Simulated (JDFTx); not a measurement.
# Zr (P6_3/mmc) in JDFTx: convergence with k mesh

Aim: find how far k mesh must go before the results for Zr settle, at PBEsol. This setting moves, with any that are tied to it; all else stays.

All numbers are computed with JDFTx 1.7.0 (patched build); they aren't measurements. Logs are shortened: lines on timing, memory, paths and dates and some standing lists are left out, and cuts for length are marked. The log counts tension as positive stress, the text compression.

## (1) The crystal as given

The structure is hexagonal, space group P6_3/mmc (No. 194). The conventional cell has a = 3.232 Å, b = 3.232 Å, c = 5.147 Å, α = 90.00°, β = 90.00°, γ = 120.00°. Zr (site symmetry -6m2) has 12 Zr at 3.18 to 3.23 Å as nearest neighbours.

## (2) With k mesh 1 × 1 × 1

Input file Zr.in:

```
include Zr.lattice
coords-type Lattice
include Zr.ionpos

ion-species pseudo/Zr.upf
elec-cutoff 33 264
elec-ex-corr gga-PBEsol
kpoint-folding 1 1 1
elec-smearing Fermi 0.0036749322
elec-n-bands 18
electronic-SCF nIterations 100 energyDiffThreshold 1e-09
electronic-minimize nIterations 30 energyDiffThreshold 1e-7
converge-empty-states yes
forces-output-coords Cartesian

dump-name run.$VAR
dump End Ecomponents EigStats BandEigs Kpoints Forces Stress
```

Input file Zr.lattice:

```
lattice \
    6.1075948348    -3.0537974174     0.0000000000 \
    0.0000000000     5.2893322829     0.0000000000 \
    0.0000000000     0.0000000000     9.7264203634
```

Input file Zr.ionpos:

```
ion Zr     0.6666666667     0.3333333333     0.7500000000 1
ion Zr     0.3333333333     0.6666666667     0.2500000000 1
```

Potentials or basis: PseudoDojo-SR-PBEsol-0.4-stringent with smoothed tails.

Run with:

```sh
$ jdftx -c 1 -i Zr.in -o Zr.out
```

What it wrote:

```text
*************** JDFTx 1.7.0 (patched build) ***************

Input parsed successfully to the following command list (including defaults):
[... the input with its defaults ...]

---------- Setting up symmetries ----------

Found 24 point-group symmetries of the bravais lattice
Found 24 space-group symmetries with basis
Applied RMS atom displacement 3.52622e-10 bohrs to make symmetries exact.

---------- Initializing the Grid ----------
R =
[      6.10759      -3.0538            0  ]
[            0      5.28933            0  ]
[            0            0      9.72642  ]
unit cell volume = 314.213
G =
[    1.02875   0.593949         -0  ]
[          0     1.1879          0  ]
[          0         -0   0.645992  ]
Minimum fftbox size, Smin = [  48  48  72  ]
Chosen fftbox size, S = [  48  48  72  ]

---------- Initializing tighter grid for wavefunction operations ----------
R =
[      6.10759      -3.0538            0  ]
[            0      5.28933            0  ]
[            0            0      9.72642  ]
unit cell volume = 314.213
G =
[    1.02875   0.593949         -0  ]
[          0     1.1879          0  ]
[          0         -0   0.645992  ]
Minimum fftbox size, Smin = [  32  32  52  ]
Chosen fftbox size, S = [  32  32  54  ]

---------- Exchange Correlation functional ----------
Initalized PBEsol GGA exchange.
Initalized PBEsol GGA correlation.

---------- Setting up pseudopotentials ----------
Width of ionic core gaussian charges (only for fluid interactions / plotting) set to 0

Reading pseudopotential file 'pseudo/Zr.upf':
  'Zr' pseudopotential, 'PBESOL' functional
  Generated using ONCVPSP code by D. R. Hamann
  12 valence electrons, 4 orbitals, 6 projectors, 1001 radial grid points, with lMax = 2
    4S    l: 0   occupation:  2.0   eigenvalue: -2.001217
    4P    l: 1   occupation:  6.0   eigenvalue: -1.191752
    4D    l: 2   occupation:  2.0   eigenvalue: -0.132729
    5S    l: 0   occupation:  2.0   eigenvalue: -0.164081
  Core radius for overlap checks: 1.48 bohrs.

Initialized 1 species with 2 total atoms.

Folded 1 k-points by 1x1x1 to 1 k-points.

---------- Setting up k-points, bands, fillings ----------
No reducable k-points.
Computing the number of bands and number of electrons
Calculating initial fillings.
nElectrons:  24.000000   nBands: 18   nStates: 1

----- Setting up reduced wavefunction bases (one per k-point) -----
average nbasis = 2839.000 , ideal nbasis = 2845.044

---------- Setting up ewald sum ----------
Optimum gaussian width for ewald sums = 2.416275 bohr.
Real space sum over 1521 unit cells with max indices [  6  6  4  ]
Reciprocal space sum over 2057 terms with max indices [  5  5  8  ]

---------- Allocating electronic variables ----------
Initializing wave functions:  linear combination of atomic orbitals
Zr pseudo-atom occupations:   s ( 2 2 )  p ( 6 )  d ( 2 )
	FillingsUpdate:  mu: +0.598434717  nElectrons: 24.000000
LCAOMinimize: Iter:   0  F: -94.6253072918905644  |grad|_K:  1.323e-02  alpha:  1.000e+00
	FillingsUpdate:  mu: +0.589792046  nElectrons: 24.000000
LCAOMinimize: Iter:   1  F: -94.6392207437575053  |grad|_K:  2.935e-03  alpha:  5.851e-01  linmin:  2.369e-01  cgtest: -1.578e+00
	FillingsUpdate:  mu: +0.589270603  nElectrons: 24.000000
[... 19 lines of inner loops ...]
LCAOMinimize: Encountered beta<0, resetting CG.
	FillingsUpdate:  mu: +0.590008762  nElectrons: 24.000000
LCAOMinimize: Iter:   8  F: -94.6407425814721819  |grad|_K:  1.971e-07  alpha:  4.486e-01  linmin:  4.054e-02  cgtest: -3.364e-02
LCAOMinimize: Converged (|Delta F|<1.000000e-06 for 2 iters).

-------- Electronic minimization -----------
Will mix electronic density at each iteration.
	FillingsUpdate:  mu: +0.590008762  nElectrons: 24.000000
	FillingsUpdate:  mu: +0.579983206  nElectrons: 24.000000
SCF: Cycle:  0   F: -94.657725996914209   dF: -1.698e-02   |Residual|: 1.790e-01   |deigs|: 2.584e-02
	FillingsUpdate:  mu: +0.563036050  nElectrons: 24.000000
SCF: Cycle:  1   F: -94.693891881056842   dF: -3.617e-02   |Residual|: 1.105e-01   |deigs|: 2.575e-02
	FillingsUpdate:  mu: +0.551774196  nElectrons: 24.000000
SCF: Cycle:  2   F: -94.699137651506007   dF: -5.246e-03   |Residual|: 6.746e-02   |deigs|: 2.130e-02
	FillingsUpdate:  mu: +0.558151444  nElectrons: 24.000000
SCF: Cycle:  3   F: -94.699954282017629   dF: -8.166e-04   |Residual|: 6.024e-02   |deigs|: 1.226e-02
	FillingsUpdate:  mu: +0.555236623  nElectrons: 24.000000
SCF: Cycle:  4   F: -94.703978943124440   dF: -4.025e-03   |Residual|: 1.081e-02   |deigs|: 5.450e-03
	FillingsUpdate:  mu: +0.554449451  nElectrons: 24.000000
SCF: Cycle:  5   F: -94.704097403874286   dF: -1.185e-04   |Residual|: 4.366e-03   |deigs|: 1.446e-03
	FillingsUpdate:  mu: +0.554774484  nElectrons: 24.000000
SCF: Cycle:  6   F: -94.704118993511997   dF: -2.159e-05   |Residual|: 1.968e-03   |deigs|: 6.514e-04
	FillingsUpdate:  mu: +0.554708769  nElectrons: 24.000000
SCF: Cycle:  7   F: -94.704123456866355   dF: -4.463e-06   |Residual|: 5.937e-04   |deigs|: 1.169e-04
	FillingsUpdate:  mu: +0.554680344  nElectrons: 24.000000
SCF: Cycle:  8   F: -94.704125227115938   dF: -1.770e-06   |Residual|: 3.892e-05   |deigs|: 5.090e-05
	FillingsUpdate:  mu: +0.554681753  nElectrons: 24.000000
SCF: Cycle:  9   F: -94.704126195363301   dF: -9.682e-07   |Residual|: 5.380e-05   |deigs|: 2.469e-06
	FillingsUpdate:  mu: +0.554679537  nElectrons: 24.000000
SCF: Cycle: 10   F: -94.704126879869207   dF: -6.845e-07   |Residual|: 2.040e-05   |deigs|: 4.329e-06
	FillingsUpdate:  mu: +0.554678229  nElectrons: 24.000000
SCF: Cycle: 11   F: -94.704127369861382   dF: -4.900e-07   |Residual|: 7.288e-06   |deigs|: 2.663e-06
	FillingsUpdate:  mu: +0.554678295  nElectrons: 24.000000
SCF: Cycle: 12   F: -94.704127799663453   dF: -4.298e-07   |Residual|: 1.545e-05   |deigs|: 3.290e-07
	FillingsUpdate:  mu: +0.554678115  nElectrons: 24.000000
SCF: Cycle: 13   F: -94.704128044549762   dF: -2.449e-07   |Residual|: 1.323e-05   |deigs|: 1.879e-07
	FillingsUpdate:  mu: +0.554678171  nElectrons: 24.000000
SCF: Cycle: 14   F: -94.704128126690620   dF: -8.214e-08   |Residual|: 1.685e-05   |deigs|: 1.009e-07
	FillingsUpdate:  mu: +0.554678121  nElectrons: 24.000000
SCF: Cycle: 15   F: -94.704128182740789   dF: -5.605e-08   |Residual|: 1.642e-05   |deigs|: 1.082e-07
	FillingsUpdate:  mu: +0.554678316  nElectrons: 24.000000
SCF: Cycle: 16   F: -94.704128214270497   dF: -3.153e-08   |Residual|: 1.753e-05   |deigs|: 5.204e-07
	FillingsUpdate:  mu: +0.554678258  nElectrons: 24.000000
SCF: Cycle: 17   F: -94.704128227458199   dF: -1.319e-08   |Residual|: 1.551e-05   |deigs|: 7.037e-08
	FillingsUpdate:  mu: +0.554678323  nElectrons: 24.000000
SCF: Cycle: 18   F: -94.704128233556673   dF: -6.098e-09   |Residual|: 1.606e-05   |deigs|: 1.732e-07
	FillingsUpdate:  mu: +0.554678383  nElectrons: 24.000000
SCF: Cycle: 19   F: -94.704128236694160   dF: -3.137e-09   |Residual|: 1.647e-05   |deigs|: 1.227e-07
	FillingsUpdate:  mu: +0.554678214  nElectrons: 24.000000
SCF: Cycle: 20   F: -94.704128238592133   dF: -1.898e-09   |Residual|: 1.502e-05   |deigs|: 4.179e-07
	FillingsUpdate:  mu: +0.554678222  nElectrons: 24.000000
SCF: Cycle: 21   F: -94.704128239798749   dF: -1.207e-09   |Residual|: 1.547e-05   |deigs|: 1.138e-08
	FillingsUpdate:  mu: +0.554677436  nElectrons: 24.000000
SCF: Cycle: 22   F: -94.704128240625622   dF: -8.269e-10   |Residual|: 1.160e-05   |deigs|: 1.706e-06
	FillingsUpdate:  mu: +0.554677473  nElectrons: 24.000000
SCF: Cycle: 23   F: -94.704128241123442   dF: -4.978e-10   |Residual|: 7.280e-06   |deigs|: 3.377e-07
SCF: Converged (|Delta E|<1.000000e-09 for 2 iters).

Setting wave functions to eigenvectors of Hamiltonian
Converging empty states (this may take a while): |deigs|: 1.351e-06

# Stress tensor in Cartesian coordinates [Eh/a0^3]:
[ -0.000803027            0            0  ]
[            0 -0.000803027            0  ]
[            0            0  -0.00238166  ]

# Ionic positions in lattice coordinates:
ion Zr   0.666666666666667   0.333333333333333   0.750000000000000 1
ion Zr   0.333333333333333   0.666666666666667   0.250000000000000 1

# Forces in Cartesian coordinates:
force Zr   0.000000000000000   0.000000000000000  -0.000000000000000 1
force Zr  -0.000000000000000  -0.000000000000000  -0.000000000000000 1

# Energy components:
   Eewald =      -77.0686902985148521
       EH =       13.9180353235130969
     Eloc =      -57.7761090280213097
      Enl =       10.6452930882710515
      Exc =      -19.9611512510598530
 Exc_core =        6.4036631880622634
       KE =       29.1552355153745744
-------------------------------------
     Etot =      -94.6837234623750277
       TS =        0.0204047787484207
-------------------------------------
        F =      -94.7041282411234420

IonicMinimize: Iter:   0  F: -94.704128241123442  |grad|_K:  2.963e-39
IonicMinimize: Converged (|grad|_K<1.000000e-04).

#--- Lowdin population analysis ---
# oxidation-state Zr +0.548 +0.548

Dumping 'run.eigStats' ...
	eMin: -1.262777 at state 0 ( [ +0.000000 +0.000000 +0.000000 ] spin 0 )
	HOMO: +0.554576 at state 0 ( [ +0.000000 +0.000000 +0.000000 ] spin 0 )
	mu  : +0.554678
	LUMO: +0.555468 at state 0 ( [ +0.000000 +0.000000 +0.000000 ] spin 0 )
	eMax: +0.594670 at state 0 ( [ +0.000000 +0.000000 +0.000000 ] spin 0 )
	HOMO-LUMO gap: +0.000892
	Optical gap  : +0.000892 at state 0 ( [ +0.000000 +0.000000 +0.000000 ] spin 0 )
Done!
```

Wall time 7.5 s (1 thread of Arm Neoverse V2, shared host); peak memory 0.09 GiB.

Results:

- Free energy: -2577.0306 eV
- Pressure: 39.1 GPa

## (3) With k mesh 3 × 3 × 2

Zr.in, as its differences from that of step 2:

```diff
@@ -7,3 +7,3 @@
 elec-ex-corr gga-PBEsol
-kpoint-folding 1 1 1
+kpoint-folding 3 3 2
 elec-smearing Fermi 0.0036749322
```

Zr.lattice is that of step 2.

Zr.ionpos is that of step 2.

Potentials or basis: PseudoDojo-SR-PBEsol-0.4-stringent with smoothed tails.

Run with:

```sh
$ jdftx -c 1 -i Zr.in -o Zr.out
```

It took 14 s on 1 thread of Arm Neoverse V2, shared host; peak memory 0.09 GiB.

Results:

| Item | Value |
| --- | --- |
| Free energy | -2579.4823 eV |
| Pressure | -4.2 GPa |
| Band gap on the k mesh | none (metal or under the smearing width) |

## (4) With k mesh 4 × 4 × 2

Zr.in, as its differences from that of step 3:

```diff
@@ -7,3 +7,3 @@
 elec-ex-corr gga-PBEsol
-kpoint-folding 3 3 2
+kpoint-folding 4 4 2
 elec-smearing Fermi 0.0036749322
```

Zr.lattice is that of step 3.

Zr.ionpos is that of step 3.

Run with:

```sh
$ jdftx -c 1 -i Zr.in -o Zr.out
```

Run time: 17 s. Hardware: 1 thread of Arm Neoverse V2, shared host; peak memory 0.09 GiB.

Results:

- Free energy: -2579.3352 eV
- Pressure: -2.9 GPa
- Band gap on the k mesh: none (metal or under the smearing width)

## (5) With k mesh 6 × 6 × 3

Zr.in, as its differences from that of step 4:

```diff
@@ -7,3 +7,3 @@
 elec-ex-corr gga-PBEsol
-kpoint-folding 4 4 2
+kpoint-folding 6 6 3
 elec-smearing Fermi 0.0036749322
```

Zr.lattice is that of step 4.

Zr.ionpos is that of step 4.

Run with:

```sh
$ jdftx -c 1 -i Zr.in -o Zr.out
```

Run time: 26 s. Hardware: 1 thread of Arm Neoverse V2, shared host; peak memory 0.1 GiB.

Results:

```yaml
Free_energy: -2579.3457 eV
Pressure: -2.8 GPa
Band_gap_on_the_k_mesh: none (metal or under the smearing width)
```

## (6) With k mesh 7 × 7 × 4

Zr.in, as its differences from that of step 5:

```diff
@@ -7,3 +7,3 @@
 elec-ex-corr gga-PBEsol
-kpoint-folding 6 6 3
+kpoint-folding 7 7 4
 elec-smearing Fermi 0.0036749322
```

Zr.lattice is that of step 5.

Zr.ionpos is that of step 5.

Potentials or basis: PseudoDojo-SR-PBEsol-0.4-stringent with smoothed tails.

Run with:

```sh
$ jdftx -c 1 -i Zr.in -o Zr.out
```

Run time: 43 s. Hardware: 1 thread of Arm Neoverse V2, shared host; peak memory 0.11 GiB.

It converged, with:

- Free energy: -2579.3871 eV
- Pressure: -3.1 GPa
- Band gap on the k mesh: none (metal or under the smearing width)

## (7) With k mesh 9 × 9 × 5

Zr.in, as its differences from that of step 6:

```diff
@@ -7,3 +7,3 @@
 elec-ex-corr gga-PBEsol
-kpoint-folding 7 7 4
+kpoint-folding 9 9 5
 elec-smearing Fermi 0.0036749322
```

Zr.lattice is that of step 6.

Zr.ionpos is that of step 6.

Run with:

```sh
$ jdftx -c 1 -i Zr.in -o Zr.out
```

It took 62 s on 1 thread of Arm Neoverse V2, shared host; peak memory 0.14 GiB.

The run converged. Its results:

* Free energy: -2579.3907 eV
* Pressure: -3.2 GPa
* Band gap on the k mesh: none (metal or under the smearing width)

## (8) With k mesh 11 × 11 × 6

Zr.in, as its differences from that of step 7:

```diff
@@ -7,3 +7,3 @@
 elec-ex-corr gga-PBEsol
-kpoint-folding 9 9 5
+kpoint-folding 11 11 6
 elec-smearing Fermi 0.0036749322
```

Zr.lattice is that of step 7.

Zr.ionpos is that of step 7.

Run with:

```sh
$ jdftx -c 1 -i Zr.in -o Zr.out
```

It took 1.9 min on 1 thread of Arm Neoverse V2, shared host; peak memory 0.21 GiB.

It converged, with:

```yaml
Free_energy: -2579.3873 eV
Pressure: -3.2 GPa
Band_gap_on_the_k_mesh: none (metal or under the smearing width)
```

## (9) Result

```
     k mesh  energy less the tightest run, at zero smearing (meV/atom)  pressure (GPa)  SCF cycles  CPU time (s)  peak memory (GiB)
  1 × 1 × 1                                                    1299.63           39.11          24           7.5               0.09
  3 × 3 × 2                                                     -49.63           -4.21          16            14               0.09
  4 × 4 × 2                                                      29.86           -2.86          16            17               0.09
  6 × 6 × 3                                                      28.01           -2.77          15            26                0.1
  7 × 7 × 4                                                       1.44           -3.12          15            43               0.11
  9 × 9 × 5                                                      -2.84           -3.21          15            62               0.14
11 × 11 × 6                                                       0.00           -3.18          16           110               0.21
```

Against the tightest run, the pressure stays within 0.1 GPa from 7 × 7 × 4 on. Not settled before the last step: the energy (to 1 meV/atom). Meshes of other sizes hit other points, so gaps and Fermi surfaces needn't settle smoothly. The tightest run that finished is the yardstick and may itself not be fully converged.
